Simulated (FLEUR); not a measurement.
## Energy mapping worked by hand: MnS (Browneite)

Aim: get Heisenberg couplings of MnS (Browneite) from the energies of collinear orders, with pencil and paper, and test them on an order left out of the fit.

Calculated with FLEUR MaX-R8.1; PBE with U = 4 eV on Mn d; all-electron FLAPW, Dirac cores, scalar-relativistic bands.

### 1. The structure

Symmetry: F-43m, No. 216, cubic system. The conventional cell has a = 5.600 Å, b = 5.600 Å, c = 5.600 Å, α = 90.00°, β = 90.00°, γ = 90.00°. Mn has 4 S at 2.42 Å nearest. S has 4 Mn at 2.42 Å nearest. Farther neighbours and most contacts between anions are not listed.

Structure file:

```cif
data_structure
_symmetry_space_group_name_H-M 'P 1'
_symmetry_Int_Tables_number 1
_cell_length_a 3.9598
_cell_length_b 3.9598
_cell_length_c 3.9598
_cell_angle_alpha 60.000
_cell_angle_beta 60.000
_cell_angle_gamma 60.000
_cell_volume 43.90
loop_
_atom_site_label
_atom_site_type_symbol
_atom_site_fract_x
_atom_site_fract_y
_atom_site_fract_z
_atom_site_occupancy
Mn1 Mn 0.00000 0.00000 0.00000 1
S2 S 0.25000 0.25000 0.25000 1
```

### 2. The parallel order

All energies count from this run. A Hubbard U acts on the open shell, since semilocal functionals spread its electrons too much.

inpgen writes inp.xml from crystal.txt; cutoffs, mixing, functional, smearing and local orbitals are then set in the file. The k list default-1 (kpts.xml, not shown) is a Γ-centred 8×8×8 mesh; where the ranks do not divide the number of points, some are split in two of half the weight.

File inp.xml:

```
<?xml version="1.0" encoding="UTF-8" standalone="no"?>
<fleurInput fleurInputVersion="0.39">
   <comment>
      MnS
   </comment>
   <calculationSetup>
      <cutoffs Kmax="4.26" Gmax="12.8" GmaxXC="12.8" numbands="0"/>
      <scfLoop itmax="120" minDistance="0.0001" maxIterBroyd="15" imix="Anderson" alpha="0.05" precondParam="0.0" spinf="2.0" sdNocoIR="T"/>
      <coreElectrons ctail="T" frcor="F" kcrel="0" coretail_lmax="0"/>
      <xcFunctional name="pbe" relativisticCorrections="F"/>
      <magnetism jspins="2"/>
      <soc l_soc="F" theta="0.0" phi="0.0" spav="F"/>
      <expertModes spex="0" secvar="F"/>
      <geometryOptimization l_f="F" forcealpha="1.0" forcemix="BFGS" epsdisp="0.00001" epsforce="0.00001"/>
      <ldaU l_linMix="F" mixParam="0.05" spinf="1.0"/>
   </calculationSetup>
   <cell>
      <bzIntegration valenceElectrons="21.0" mode="hist" fermiSmearingEnergy="0.00183747">
         <kPointListSelection listName="default-1"/>
         <xi:include xmlns:xi="http://www.w3.org/2001/XInclude" href="kpts.xml"> </xi:include>
      </bzIntegration>
      <xi:include xmlns:xi="http://www.w3.org/2001/XInclude" href="sym.xml"> </xi:include>
      <bulkLattice scale="1.0">
         <bravaisMatrix>
            <row-1>    0.0000000000000000     5.2912331488799991     5.2912331488799991</row-1>
            <row-2>    5.2912331488799991     0.0000000000000000     5.2912331488799991</row-2>
            <row-3>    5.2912331488799991     5.2912331488799991     0.0000000000000000</row-3>
         </bravaisMatrix>
      </bulkLattice>
   </cell>
   <atomSpecies>
      <species name="Manganese 4.500" element="Mn" atomicNumber="25">
         <mtSphere radius="2.7" gridPoints="893" logIncrement="0.014"/>
         <atomicCutoffs lmax="10" lnonsphr="8"/>
         <electronConfig flipSpins="F">
            <coreConfig>(1s1/2) (2s1/2) (2p1/2) (2p3/2)</coreConfig>
            <valenceConfig>(3s1/2) (3p1/2) (3p3/2) (4s1/2) (3d3/2) (3d5/2)</valenceConfig>
            <stateOccupation state="(3d3/2)" spinUp="1.75" spinDown="0.25"/>
            <stateOccupation state="(3d5/2)" spinUp="3.0" spinDown="0.0"/>
         </electronConfig>
         <energyParameters s="4" p="4" d="3" f="4"/>
         <ldaU l="2" U="4.0" J="0.0" l_amf="F"/>
         <lo type="SCLO" l="0" n="3" eDeriv="0"/>
         <lo type="SCLO" l="1" n="3" eDeriv="0"/>
      </species>
      <species name="Sulfur (S)" element="S" atomicNumber="16">
         <mtSphere radius="1.76" gridPoints="583" logIncrement="0.02"/>
         <atomicCutoffs lmax="6" lnonsphr="4"/>
         <electronConfig flipSpins="F">
            <coreConfig>(1s1/2) (2s1/2) (2p1/2) (2p3/2)</coreConfig>
            <valenceConfig>(3s1/2) (3p1/2) (3p3/2)</valenceConfig>
            <stateOccupation state="(3p1/2)" spinUp="0.666667" spinDown="0.666667"/>
            <stateOccupation state="(3p3/2)" spinUp="1.333333" spinDown="1.333333"/>
         </electronConfig>
         <energyParameters s="3" p="3" d="3" f="4"/>
      </species>
   </atomSpecies>
   <atomGroups>
      <atomGroup species="Manganese 4.500">
         <relPos label="                   1">.0000000000 .0000000000 .0000000000</relPos>
         <force calculate="T" relaxXYZ="TTT"/>
      </atomGroup>
      <atomGroup species="Sulfur (S)">
         <relPos label="                   2">1.000/4.000 1.000/4.000 1.000/4.000</relPos>
         <force calculate="T" relaxXYZ="TTT"/>
      </atomGroup>
   </atomGroups>
   <output dos="F" band="F" slice="F">
      <bandDOS minEnergy="-.5*Htr" maxEnergy="0.5*Htr" sigma="0.015" storeEVData="T"/>
      <plotting iplot="0" polar="F">
         <plot TwoD="T" vec1="  1.0  0.0  0.0" vec2="  0.0  1.0  0.0" vec3="  0.0  0.0  1.0" zero="  0.0  0.0  0.0" file="plot"/>
      </plotting>
      <moessbauerParams electricFieldGradient="F" isomerShift="F" coreHyperfine="F" valenceHyperfine="F"/>
   </output>
</fleurInput>
```

File crystal.txt:

```
MnS
&input film=F cartesian=F /
0.00000000000  2.80000000000  2.80000000000
2.80000000000  0.00000000000  2.80000000000
2.80000000000  2.80000000000  0.00000000000
1.8897261246
1.0 1.0 1.0

2
25 0.00000000000  0.00000000000  0.00000000000 : 4.500
16 0.25000000000  0.25000000000  0.25000000000

&kpt div1=8 div2=8 div3=8 gamma=T /
```

Command:

```
$ OMP_NUM_THREADS=1 inpgen -f crystal.txt > inpgen.log  # inp.xml is then edited as shown
$ OMP_NUM_THREADS=1 mpirun -n 4 fleur_MPI > fleur.log
```

Output:

```text
Welcome to FLEUR        (www.flapw.de)
      MaX-Release 8.1          (www.max-centre.eu)

 ========== k-point set info ==========
 Selected k-point list: default-1
 k-point list type: mesh
 0 x 0 x 0
 Number of k points: 32

 [... set-up left out ...]
 no density matrix found ... skipping LDA+U
 Reset of history
 Iteration:     1   Distance:       9.16115605 me/bohr^3
 Iteration:     2   Distance:       8.75919925 me/bohr^3
 Iteration:     3   Distance:       8.06466259 me/bohr^3
 Iteration:     4   Distance:       4.11221082 me/bohr^3
[...]
[... left out ...]
            <freeEnergy value="-1557.8536118062"/>
            <extrapolationTo0K value="-1557.8536118062"/>
         </totalEnergy>
         [... left out ...]
         <ldaUDensityMatrixConvergence>
            <distance spin="1" distance="0.000001"/>
            <distance spin="2" distance="0.000000"/>
         </ldaUDensityMatrixConvergence>
         <densityConvergence units="me/bohr^3">
            <chargeDensity spin="1" distance="0.0000427265"/>
            <chargeDensity spin="2" distance="0.0000340403"/>
            <overallChargeDensity distance="0.0000604263"/>
            <spinDensity distance="0.0000481379"/>
         </densityConvergence>
      </iteration>
```

Elapsed: 31 s, on 4 MPI ranks of Intel Xeon Platinum 8488C (Sapphire Rapids), shared host; peak memory 0.27 GiB.

Spin moment in the muffin-tin sphere by atom:

```tsv
atom	spin moment in the muffin-tin sphere (μB)
Mn1	4.73
S2	0.04
```

This step gave:

* free energy: -42391.3563 eV
* program's band gap on this mesh (in a metal only a level spacing): 1.228 eV
* magnetization: 5 μB
* final state: ferromagnetic

After 16 cycles the largest moment stands at 4.73 μB.

### 3. The orders used for the fit

The other orders were run with the same settings, on meshes that hold the same points. Free energies are divided by the number of Mn atoms; q is in fractions of the reciprocal vectors of the first run's cell.

```tsv
order	atoms	mesh	free energy (eV)	eV per Mn	largest moment (μB)
F +	2	8×8×8	-42391.3563	-42391.3563	4.73
AF q=(0,1/2,1/2) +-	4	8×4×8	-84782.9074	-42391.4537	4.61
```

### 4. Counting neighbours

With E = −Σ J e_i·e_j over ordered pairs of unit vectors, turning a neighbour from parallel to opposed costs 2J a Mn atom. So an order lies 2 Σ n J over the parallel one, n being the opposed neighbours in each shell.

```tsv
shell	distance (Å)	neighbours	opposed in AF q=(0,1/2,1/2) +-	opposed in AF q=(0,0,1/2) +-
J1	3.96	12	8	6
J2	5.60	6	0	6
```

Only J1 is kept.

### 5. Solving

```
2 × 8 × J1 = -97.3 meV    (AF q=(0,1/2,1/2) +-)
J1 = -6.08 meV
```

### 6. The test

The couplings now give the orders that were left out:

```
2 × 6 × (-6.08) = -73.0 meV    (AF q=(0,0,1/2) +-)
```

The runs themselves:

```tsv
order	atoms	mesh	free energy (eV)	eV per Mn	largest moment (μB)	over the parallel order (meV)	foretold (meV)
AF q=(0,0,1/2) +-	4	8×8×4	-84782.8639	-42391.4319	4.64	-75.6	-73.0
```

### 7. What came out

| Quantity | Value |
| --- | --- |
| effective coupling of the reversed pairs, counted on J1 (Mn–Mn at 3.96 Å) | -6.08 meV |
| largest miss on the orders left out | 2.6 meV |

What this shows: The model misses the order left out by 2.6 meV, 2.7 % of the largest distance from the parallel order, so it holds on this test. The largest moments of the orders differ by 2.5 % of the greatest. One difference fixes one number: it sums all reversed shells and need not be the coupling of the nearest one, even in sign.

[Logs and program files are shortened in this print: banners, set-up blocks, solver, clock and traceback lines can be left out without a mark of their own.]

[Logs are printed without paths, hosts, clocks, repeated set-up lines and the standing remarks that a program may print on its own settings, such as how far it seeks lower states.]

[Hosts, paths, dates, database ids (printed as entryN), source tags and the programs' standing remarks are cut or masked in the printed files.]

[Where a cell is said to come from a database of computed structures, the database is the Materials Project.]
